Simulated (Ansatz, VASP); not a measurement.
## Two plane-wave programs on BaZrO3

```xyz
5
Lattice="4.1806 0.0000 0.0000 0.0000 4.1806 0.0000 0.0000 0.0000 4.1806" Properties=species:S:1:pos:R:3 pbc="T T T"
Ba    0.0000    0.0000    0.0000
Zr    2.0903    2.0903    2.0903
O     0.0000    2.0903    2.0903
O     2.0903    0.0000    2.0903
O     2.0903    2.0903    0.0000
```

Alike in both runs: functional PBEsol; k mesh 8 × 8 × 8; occupations fermi-dirac, width 0.1 eV; no spin polarisation.

Ansatz relaxed the structure, and its values are those at the end. VASP's run is a single point on that final structure, the one shown.

|  | VASP | Ansatz |
| --- | --- | --- |
| version | VASP 6.6.1 | Ansatz 0.2.0 |
| potentials or method | VASP PAW PBE potentials, release 64 (Ba_sv, Zr_sv, O) | PAW with Ansatz's default frozen-core files, scalar-relativistic |
| plane-wave cutoff (eV) | 520 | 420 |
| valence electrons in the cell | 40 | 40 |

Ansatz gave:

| Property | Result |
| --- | --- |
| pressure (GPa) | 0.0 |

Problem. Which values does VASP return?

Solution. Pressure (GPa): 1.2.

With one functional, cell and mesh, what is left measures potentials, basis and numerics.

Caveats: the PAW data sets were made with another functional, which shifts forces and pressure a little (VASP). A k mesh can miss the band edges.
